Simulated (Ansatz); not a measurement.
## Relaxation path: PtSe (rocksalt type)

DFT, PBEsol, PAW with Ansatz's default frozen-core files, scalar-relativistic (Ansatz 0.2.0); a Γ-centred 14×14×14 k mesh, Fermi–Dirac smearing of 0.05 eV, no spin polarisation. The run relaxes cell and atoms at a target pressure of 0 GPa.

Command: `ansatz run input.yaml --threads 1 --pin off --max-ram 3584MiB --backend cpu --events-out ev --progress --plain --runs-dir out` It took 15 s on 1 thread of Arm Neoverse V2, on a shared host, peak memory 0.36 GiB.

PAW: frozen-core files, cutoff 420 eV; forces are relaxed below 0.005 eV/Å.

Each step lists its free energy a cell above the last geometry, the pressure, the cell vectors (Å), and Cartesian positions (Å) with forces (eV/Å).

The first step:

```
step 1  dF = 279.51 meV  P = 25.1 GPa
  cell 0.0000 2.5025 2.5025  2.5025 0.0000 2.5025  2.5025 2.5025 0.0000
  Pt 0.0000 0.0000 0.0000   0.0000 0.0000 0.0000
  Se 2.5025 2.5025 2.5025   0.0000 0.0000 0.0000
```

Spin–orbit coupling is left out, which matters for the heavy atoms. The PAW files were made under PBE.

The symmetry of the start is kept and no stability test is made, so the end need not be the stable phase.

**Question.** Where does the relaxation end, and by which steps?

**Answer.** After 4 geometries, with conventional a, b, c = 5.212, 5.212, 5.212 Å, at 17.695 Å³/atom (+12.92 % against the start) in space group Fm-3m, with a shortest distance of 2.606 Å. The further steps:
```
step 2  dF = 7.56 meV  P = -3.06 GPa
  cell 0.0000 2.6245 2.6245  2.6245 0.0000 2.6245  2.6245 2.6245 0.0000
  Pt 0.0000 0.0000 0.0000   0.0000 0.0000 0.0000
  Se 2.6245 2.6245 2.6245   0.0000 0.0000 0.0000
step 3  dF = 0.39 meV  P = -0.69 GPa
  cell 0.0000 2.6100 2.6100  2.6100 0.0000 2.6100  2.6100 2.6100 0.0000
  Pt 0.0000 0.0000 0.0000   0.0000 0.0000 0.0000
  Se 2.6100 2.6100 2.6100   0.0000 0.0000 0.0000
step 4  dF = 0.00 meV  P = 0.03 GPa
  cell 0.0000 2.6059 2.6059  2.6059 0.0000 2.6059  2.6059 2.6059 0.0000
  Pt 0.0000 0.0000 0.0000   0.0000 0.0000 0.0000
  Se 2.6059 2.6059 2.6059   0.0000 0.0000 0.0000
step 5  dF = -0.87 meV  P = 0.02 GPa  (same geometry on a basis chosen anew; earlier energies don't compare to the last digit)
  cell 0.0000 2.6059 2.6059  2.6059 0.0000 2.6059  2.6059 2.6059 0.0000
  Pt 0.0000 0.0000 0.0000   0.0000 0.0000 0.0000
  Se 2.6059 2.6059 2.6059   0.0000 0.0000 0.0000
```
